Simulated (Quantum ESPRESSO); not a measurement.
## W in Quantum ESPRESSO: the effect of functional

Crystal: W.

```
W
1.0
    -1.58234    1.58234    1.58234
     1.58234   -1.58234    1.58234
     1.58234    1.58234   -1.58234
W
1
Direct
  0.00000 0.00000 0.00000
```

Alike in all runs:

* Program: Quantum ESPRESSO 7.5
* Task: phonon dispersion
* Cutoff: 762 eV
* Density cutoff: 6095 eV
* k mesh: 8 × 8 × 8
* Occupations: cold, width 0.2 eV
* Spin: no spin polarisation

Each run relaxes the cell or the atoms first.

| functional | potentials or basis | relaxed volume (Å³/atom) | highest phonon frequency (cm⁻¹) |
| --- | --- | --- | --- |
| LDA | GBRV 1.5 LDA | 15.49 | 208 |
| PBE | GBRV 1.5 PBE | ? | ? |
| PBEsol | GBRV 1.5 PBEsol | 15.73 | 212 |

**Question.** What does the run with functional PBE give?

**Answer.** Relaxed volume 16.16 Å³/atom; highest phonon frequency 207 cm⁻¹.

Caveats: the mesh is thin for the phonons of a metal.
